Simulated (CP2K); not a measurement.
The system is HfO2.

```xyz
12
Lattice="5.1180 0.0000 0.0000 0.0000 5.1857 0.0000 -0.8587 0.0000 5.2139" Properties=species:S:1:pos:R:3 pbc="T T T"
Hf    0.8021    2.3870    3.6914
Hf    3.0279    4.9798    4.1294
Hf    3.4573    2.7987    1.5224
Hf    1.2314    0.2059    1.0845
O    -0.3473    0.8733    4.4146
O     4.1773    3.4661    3.4062
O     4.6066    4.3124    0.7993
O     0.0821    1.7196    1.8076
O     1.4549    3.8473    5.1101
O     2.3751    1.2544    2.7107
O     2.8045    1.3384    0.1038
O     1.8842    3.9313    2.5032
```

Base run:

```yaml
Program: CP2K 2026.2
Functional: rev-vdW-DF2
Potentials_or_basis: POTENTIAL_UZH Hf GTH-PBE-q12, O GTH-PBE-q6; DZVP-MOLOPT-PBE-GTH basis
Density_cutoff: 11565 eV
k_mesh: 4 × 4 × 4
Occupations: fermi-dirac, width 0.05 eV
Spin: no spin polarisation
```

Its results: band gap on the k mesh 4.10 eV, indirect (least direct gap 4.19 eV); pressure -2.1 GPa; largest force 0.409 eV/Å.

Task: After a change of settings the same cell gave: band gap on the k mesh 4.68 eV, indirect (least direct gap 4.77 eV); pressure -3.5 GPa; largest force 0.331 eV/Å. Which change was it?
A. functional from rev-vdW-DF2 to PBEsol
B. functional from rev-vdW-DF2 to revPBE
C. functional from rev-vdW-DF2 to OLYP
D. functional from rev-vdW-DF2 to SCAN

Result: D.

Caveats: the potentials were made for another functional, which shifts forces and pressure; spin-orbit coupling is left out, which moves the levels of the heavy elements; the basis of atomic orbitals isn't converged, which shifts pressures, moduli and gaps.

Runs at the PBE level aren't shown here.
